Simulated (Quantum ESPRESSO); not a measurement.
# I (I4/mmm) in Quantum ESPRESSO: reference runs, part 2 of 2

Quantum ESPRESSO 7.5.

## Step 5: Single point, PBE, 42.84 Å³/atom

Input file pw.in:

```
&CONTROL
  calculation = 'scf'
  prefix = 'pwscf'
  outdir = './tmp'
  pseudo_dir = './pseudo'
  tprnfor = .true.
  tstress = .true.
  disk_io = 'nowf'
/
&SYSTEM
  ibrav = 0
  nat = 1
  ntyp = 1
  ecutwfc = 55
  ecutrho = 440
  nbnd = 9
  occupations = 'smearing'
  smearing = 'fd'
  degauss = 0.00367493
/
&ELECTRONS
  conv_thr = 2d-10
  electron_maxstep = 120
  mixing_beta = 0.5
/
ATOMIC_SPECIES
I    126.9045 I.pbe-n-kjpaw_psl.0.2.UPF
CELL_PARAMETERS angstrom
  -1.5955958068    1.5955958068    4.2071683937
   1.5955958068   -1.5955958068    4.2071683937
   1.5955958068    1.5955958068   -4.2071683937
ATOMIC_POSITIONS crystal
I      0.0000000000    0.0000000000    0.0000000000
K_POINTS automatic
11 11 11 0 0 0
```

Potentials or basis: SSSP 1.3 efficiency PBE.

Command:

```
> OMP_NUM_THREADS=1 pw.x -in pw.in > pw.out
```

pw.out:

```text
This program is part of the open-source Quantum ESPRESSO suite
     for quantum simulation of materials; please cite
[... 9 lines left out ...]
     --------------------
     sticks:   dense  smooth     PW     G-vecs:    dense   smooth      PW
     Sum        2373    1193    391                45085    15969    2937

     Using Slab Decomposition

     bravais-lattice index     =            0
     lattice parameter (alat)  =       9.0218  a.u.
     unit-cell volume          =     289.1294 (a.u.)^3
     number of atoms/cell      =            1
     number of atomic types    =            1
     number of electrons       =         7.00
     number of Kohn-Sham states=            9
     kinetic-energy cutoff     =      55.0000  Ry
     charge density cutoff     =     440.0000  Ry
     scf convergence threshold =      2.0E-10
     mixing beta               =       0.5000
     number of iterations used =            8  plain     mixing
     Exchange-correlation= SLA  PW   PBX  PBC
                           (   1   4   3   4   0   0   0)

     celldm(1)=   9.021759  celldm(2)=   0.000000  celldm(3)=   0.000000
     celldm(4)=   0.000000  celldm(5)=   0.000000  celldm(6)=   0.000000

     crystal axes: (cart. coord. in units of alat)
               a(1) = (  -0.334219   0.334219   0.881247 )
               a(2) = (   0.334219  -0.334219   0.881247 )
               a(3) = (   0.334219   0.334219  -0.881247 )

     reciprocal axes: (cart. coord. in units 2 pi/alat)
               b(1) = (  0.000000  1.496027  0.567378 )
               b(2) = (  1.496027  0.000000  0.567378 )
               b(3) = (  1.496027  1.496027  0.000000 )

     PseudoPot. # 1 for I  read from file:
     I.pbe-n-kjpaw_psl.0.2.UPF
     Pseudo is Projector augmented-wave + core cor, Zval =  7.0
     Generated using "atomic" code by A. Dal Corso  v.5.0.99 svn rev. 10869
     Shape of augmentation charge: PSQ
     Using radial grid of 1247 points,  4 beta functions with:
                l(1) =   0
                l(2) =   0
                l(3) =   1
                l(4) =   1
     Q(r) pseudized with 0 coefficients

     atomic species   valence    mass     pseudopotential
     I                 7.00   126.90450     I ( 1.00)

     16 Sym. Ops., with inversion, found

   Cartesian axes

     site n.     atom                  positions (alat units)
         1        I      tau(   1) = (   0.0000000   0.0000000   0.0000000  )

     number of k points=   126  Fermi-Dirac smearing, width (Ry)=  0.0037

     Number of k-points >= 100: set verbosity='high' to print them.

     Dense  grid:    45085 G-vectors     FFT dimensions: (  64,  64,  64)

     Smooth grid:    15969 G-vectors     FFT dimensions: (  45,  45,  45)

     Initial potential from superposition of free atoms

     starting charge       6.9999, renormalised to       7.0000
     Starting wfcs are    4 randomized atomic wfcs +    5 random wfcs

     Self-consistent Calculation

     iteration #  1     ecut=    55.00 Ry     beta= 0.50
     Davidson diagonalization with overlap
     ethr =  1.00E-02,  avg # of iterations =  6.4

     Threshold (ethr) on eigenvalues was too large:
     Diagonalizing with lowered threshold

     Davidson diagonalization with overlap
     ethr =  8.84E-05,  avg # of iterations =  3.2

     total energy              =    -378.90555955 Ry
     estimated scf accuracy    <       0.00616028 Ry

     iteration #  2     ecut=    55.00 Ry     beta= 0.50
     Davidson diagonalization with overlap
     ethr =  8.80E-05,  avg # of iterations =  1.0

     total energy              =    -378.90564180 Ry
     estimated scf accuracy    <       0.00076305 Ry

     iteration #  3     ecut=    55.00 Ry     beta= 0.50
     Davidson diagonalization with overlap
     ethr =  1.09E-05,  avg # of iterations =  2.5

     total energy              =    -378.90573529 Ry
     estimated scf accuracy    <       0.00001782 Ry

     iteration #  4     ecut=    55.00 Ry     beta= 0.50
     Davidson diagonalization with overlap
     ethr =  2.55E-07,  avg # of iterations =  2.4

     total energy              =    -378.90573692 Ry
     estimated scf accuracy    <       0.00000049 Ry

     iteration #  5     ecut=    55.00 Ry     beta= 0.50
     Davidson diagonalization with overlap
     ethr =  6.94E-09,  avg # of iterations =  2.4

     total energy              =    -378.90573706 Ry
     estimated scf accuracy    <       0.00000001 Ry

     iteration #  6     ecut=    55.00 Ry     beta= 0.50
     Davidson diagonalization with overlap
     ethr =  1.46E-10,  avg # of iterations =  3.5

     total energy              =    -378.90573707 Ry
     estimated scf accuracy    <          3.7E-10 Ry

     iteration #  7     ecut=    55.00 Ry     beta= 0.50
     Davidson diagonalization with overlap
     ethr =  5.33E-12,  avg # of iterations =  2.5

     End of self-consistent calculation

     Number of k-points >= 100: set verbosity='high' to print the bands.

     the Fermi energy is     3.5171 ev

!    total energy              =    -378.90573707 Ry
     total all-electron energy =    -14232.903183 Ry
     estimated scf accuracy    <          1.1E-11 Ry
     smearing contrib. (-TS)   =      -0.00042759 Ry
     internal energy E=F+TS    =    -378.90530949 Ry

     The total energy is F=E-TS. E is the sum of the following terms:
     one-electron contribution =       0.87938471 Ry
     hartree contribution      =       2.90487730 Ry
     xc contribution           =     -41.67644466 Ry
     ewald contribution        =     -20.48936424 Ry
     one-center paw contrib.   =    -320.52376259 Ry

     convergence has been achieved in   7 iterations

     Forces acting on atoms (cartesian axes, Ry/au):

     atom    1 type  1   force =     0.00000000    0.00000000    0.00000000

     Total force =     0.000000     Total SCF correction =     0.000000

     Computing stress (Cartesian axis) and pressure

          total   stress  (Ry/bohr**3)                   (kbar)     P=       10.23
   0.00009827  -0.00000000  -0.00000000           14.46       -0.00       -0.00
  -0.00000000   0.00009827   0.00000000           -0.00       14.46        0.00
  -0.00000000   0.00000000   0.00001200           -0.00        0.00        1.77

=------------------------------------------------------------------------------=
   JOB DONE.
=------------------------------------------------------------------------------=
```

It took 56 s on 1 thread of Arm Neoverse V1, shared host; peak memory 0.12 GiB.

What came out:

| Quantity | Value |
| --- | --- |
| Free energy | -5155.2752 eV |
| Pressure | 1.0 GPa |
| Band gap on the k mesh | none (metal or under the smearing width) |

Caveat: an odd number of electrons without spin polarisation forces a metal; a magnetic or distorted state may lie lower.

## Step 6: Single point, PBE, 43.74 Å³/atom

Edit pw.in of step 5 so:

```diff
@@ -28,5 +28,5 @@
 CELL_PARAMETERS angstrom
-  -1.5955958068    1.5955958068    4.2071683937
-   1.5955958068   -1.5955958068    4.2071683937
-   1.5955958068    1.5955958068   -4.2071683937
+  -1.6066002635    1.6066002635    4.2361842651
+   1.6066002635   -1.6066002635    4.2361842651
+   1.6066002635    1.6066002635   -4.2361842651
 ATOMIC_POSITIONS crystal
```

Potentials or basis: SSSP 1.3 efficiency PBE.

Command:

```
> OMP_NUM_THREADS=1 pw.x -in pw.in > pw.out
```

It took 57 s on 1 thread of Arm Neoverse V1, shared host; peak memory 0.12 GiB.

The run converged. Its results:

```
Free energy            : -5155.2794 eV
Pressure               : 0.5 GPa
Band gap on the k mesh : none (metal or under the smearing width)
```

Caveat: an odd number of electrons without spin polarisation forces a metal; a magnetic or distorted state may lie lower.

## Step 7: Single point, PBE, 44.63 Å³/atom

Edit pw.in of step 6 so:

```diff
@@ -28,5 +28,5 @@
 CELL_PARAMETERS angstrom
-  -1.6066002635    1.6066002635    4.2361842651
-   1.6066002635   -1.6066002635    4.2361842651
-   1.6066002635    1.6066002635   -4.2361842651
+  -1.6174560000    1.6174560000    4.2648080000
+   1.6174560000   -1.6174560000    4.2648080000
+   1.6174560000    1.6174560000   -4.2648080000
 ATOMIC_POSITIONS crystal
```

Command:

```
> OMP_NUM_THREADS=1 pw.x -in pw.in > pw.out
```

Run time: 58 s. Hardware: 1 thread of Arm Neoverse V1, shared host; peak memory 0.12 GiB.

It converged, with:

- Free energy: -5155.2808 eV
- Pressure: 0.0 GPa
- Band gap on the k mesh: none (metal or under the smearing width)

Caveat: an odd number of electrons without spin polarisation forces a metal; a magnetic or distorted state may lie lower.

## Step 8: Single point, PBE, 45.52 Å³/atom

Edit pw.in of step 7 so:

```diff
@@ -28,5 +28,5 @@
 CELL_PARAMETERS angstrom
-  -1.6174560000    1.6174560000    4.2648080000
-   1.6174560000   -1.6174560000    4.2648080000
-   1.6174560000    1.6174560000   -4.2648080000
+  -1.6281679413    1.6281679413    4.2930525847
+   1.6281679413   -1.6281679413    4.2930525847
+   1.6281679413    1.6281679413   -4.2930525847
 ATOMIC_POSITIONS crystal
```

Command:

```
> OMP_NUM_THREADS=1 pw.x -in pw.in > pw.out
```

It took 57 s on 1 thread of Arm Neoverse V1, shared host; peak memory 0.12 GiB.

It converged, with:

* Free energy: -5155.2797 eV
* Pressure: -0.4 GPa
* Band gap on the k mesh: none (metal or under the smearing width)

Caveat: an odd number of electrons without spin polarisation forces a metal; a magnetic or distorted state may lie lower.

## Step 9: Single point, PBE, 46.41 Å³/atom

Edit pw.in of step 8 so:

```diff
@@ -28,5 +28,5 @@
 CELL_PARAMETERS angstrom
-  -1.6281679413    1.6281679413    4.2930525847
-   1.6281679413   -1.6281679413    4.2930525847
-   1.6281679413    1.6281679413   -4.2930525847
+  -1.6387407567    1.6387407567    4.3209303307
+   1.6387407567   -1.6387407567    4.3209303307
+   1.6387407567    1.6387407567   -4.3209303307
 ATOMIC_POSITIONS crystal
```

Potentials or basis: SSSP 1.3 efficiency PBE.

Command:

```
> OMP_NUM_THREADS=1 pw.x -in pw.in > pw.out
```

Wall time 58 s (1 thread of Arm Neoverse V1, shared host); peak memory 0.12 GiB.

The run converged. Its results:

```yaml
Free_energy: -5155.2763 eV
Pressure: -0.8 GPa
Band_gap_on_the_k_mesh: none (metal or under the smearing width)
```

Caveat: an odd number of electrons without spin polarisation forces a metal; a magnetic or distorted state may lie lower.

## Step 10: Single point, PBE, 47.31 Å³/atom

Edit pw.in of step 9 so:

```diff
@@ -28,5 +28,5 @@
 CELL_PARAMETERS angstrom
-  -1.6387407567    1.6387407567    4.3209303307
-   1.6387407567   -1.6387407567    4.3209303307
-   1.6387407567    1.6387407567   -4.3209303307
+  -1.6491788773    1.6491788773    4.3484529220
+   1.6491788773   -1.6491788773    4.3484529220
+   1.6491788773    1.6491788773   -4.3484529220
 ATOMIC_POSITIONS crystal
```

Command:

```
> OMP_NUM_THREADS=1 pw.x -in pw.in > pw.out
```

It took 58 s on 1 thread of Arm Neoverse V1, shared host; peak memory 0.12 GiB.

The run converged. Its results:

| Quantity | Value |
| --- | --- |
| Free energy | -5155.2709 eV |
| Pressure | -1.1 GPa |
| Band gap on the k mesh | none (metal or under the smearing width) |

Caveat: an odd number of electrons without spin polarisation forces a metal; a magnetic or distorted state may lie lower.

## Step 11: Equation of state, PBE

No new run: the results of the series are fitted here.

What came out:

* Equilibrium volume: 44.65 Å³/atom
* Bulk modulus at fixed shape and positions: 23 GPa
* Pressure derivative of the bulk modulus: 5.3

Energy against volume, from the lowest point:
```
volume (Å³/atom)  energy (meV/atom)
          41.952              13.13
          42.845               5.63
          43.737               1.38
          44.630               0.00
          45.522               1.16
          46.415               4.55
          47.308               9.90
```

Caveat: the cell was scaled at fixed shape and fractional positions, which overstates the stiffness of a crystal with free parameters, most of all of layers and chains.

## Step 12: Overview

```tsv
task	cell	gap on the mesh (eV)	pressure (GPa)
single point	as given	none	0.0
single point	cell strained at random at fixed volume	none	-0.1
equation of state	as given	-	-
```

Alike in all rows: level PBE; potentials or basis SSSP 1.3 efficiency PBE; no spin polarisation; k mesh 11 × 11 × 11; cutoff (eV) 748; smearing fermi-dirac 0.05 eV.

Caveats: an odd number of electrons without spin polarisation forces a metal (some runs); a magnetic or distorted state may lie lower (some runs); the cell was scaled at fixed shape and fractional positions, which overstates the stiffness of a crystal with free parameters, most of all of layers and chains (some runs).

Total energies depend on the potentials used, so only differences within one code and one set of settings carry meaning.
